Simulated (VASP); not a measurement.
A run of VASP 6.6.1:

The input POSCAR:

```
I
1.0
    0.0000000000      2.3656004428      3.9098401324
    2.1922454667      0.0000000000      3.9098401324
    2.1922454667      2.3656004428      0.0000000000
I
1
Direct
    0.0000000000      0.0000000000      0.0000000000
```

Contents of INCAR.step1:

```
ALGO     = Normal         # electronic algorithm
EDIFF    = 1E-5           # SCF threshold, eV
ENCUT    = 520            # plane-wave cutoff, eV
GGA      = PE             # functional
ISIF     = 2              # what is computed and relaxed
ISMEAR   = -1             # smearing method
LASPH    = T              # aspherical terms in the spheres
LCHARG   = F              # write CHGCAR
LREAL    = F              # projectors in reciprocal space
LWAVE    = T              # write WAVECAR
NBANDS   = 10             # bands
NELM     = 100            # most SCF steps
PREC     = Accurate       # precision mode
SIGMA    = 0.05           # smearing width, eV
```

Contents of INCAR.step2:

```
AEXX     = 0.5            # exact-exchange fraction
ALGO     = Normal         # electronic algorithm
EDIFF    = 1E-6           # SCF threshold, eV
ENCUT    = 520            # plane-wave cutoff, eV
HFRCUT   = -1           
ISIF     = 2              # what is computed and relaxed
ISMEAR   = -1             # smearing method
ISTART   = 1            
LASPH    = T              # aspherical terms in the spheres
LCHARG   = F              # write CHGCAR
LHFCALC  = T              # exact exchange
LMIXTAU  = T            
LREAL    = F              # projectors in reciprocal space
LWAVE    = F              # write WAVECAR
METAGGA  = R2SCAN         # meta-GGA
NBANDS   = 10             # bands
NELM     = 100            # most SCF steps
PREC     = Accurate       # precision mode
PRECFOCK = Normal       
SIGMA    = 0.05           # smearing width, eV
```

The input KPOINTS:

```
k-points
0
Gamma
  5 5 5
```

Potentials or basis: VASP PAW PBE potentials, release 64 (I).

Launch:

```sh
$ cat potpaw_PBE.64/I/POTCAR > POTCAR
$ cp INCAR.step1 INCAR
$ mpirun -np 1 vasp_std > vasp.out
$ cp INCAR.step2 INCAR
$ mpirun -np 1 vasp_std > vasp.out
```

Hardware: 1 thread of Intel(R) Xeon(R) Platinum 8488C (Sapphire Rapids), with other jobs on the host.

Problem. Estimate the wall time of this run.

Solution. Run time: 9.4 min on 1 thread of Intel(R) Xeon(R) Platinum 8488C (Sapphire Rapids), on a shared host, peak memory 0.18 GiB. Counts: scf iterations 9, k points 27.
